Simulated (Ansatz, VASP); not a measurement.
**Two plane-wave programs on PtSe2 (Sudovikovite)**

```
Pt Se
1.0
     3.71775    0.00000    0.00000
    -1.85888    3.21967    0.00000
     0.00000    0.00000    5.81555
Pt Se
1 2
Direct
  0.00000 0.00000 0.00000
  0.33333 0.66667 0.22542
  0.66667 0.33333 0.77458
```

Alike in both runs: functional r2SCAN; k mesh 12 × 12 × 6; occupations gaussian, width 0.02 eV; no spin polarisation.

Ansatz relaxed the structure, and its values are those at the end. VASP's run is a single point on that final structure, the one shown.

|  | VASP | Ansatz |
| --- | --- | --- |
| version | VASP 6.6.1 | Ansatz 0.2.0 |
| potentials or method | VASP PAW PBE potentials, release 64 (Pt, Se) | scalar-relativistic, plane waves, PAW |
| plane-wave cutoff (eV) | 520 | 500 |
| valence electrons in the cell | 22 | 50 |

|  | VASP | Ansatz | Ansatz less VASP |
| --- | --- | --- | --- |
| gap on the k mesh at the Fermi level (eV) | 0.57 | 0.58 | +0.012 |
| least direct gap on the mesh (eV) | 0.94 | 0.95 | +0.012 |
| pressure (GPa) | 0.1 | 0.0 | -0.07 |
| rms of the force components (eV/Å) | 0.005 | 0.000 | -0.0046 |

The two sets of potentials don't hold the same shells in valence.

Caveats: the PAW data sets were made with another functional, which shifts forces and pressure a little (VASP); spin-orbit coupling is left out, which moves the levels of the heavy elements. r2SCAN opens gaps a little over a GGA but as a rule still falls short of measured ones. A k mesh can miss the band edges.
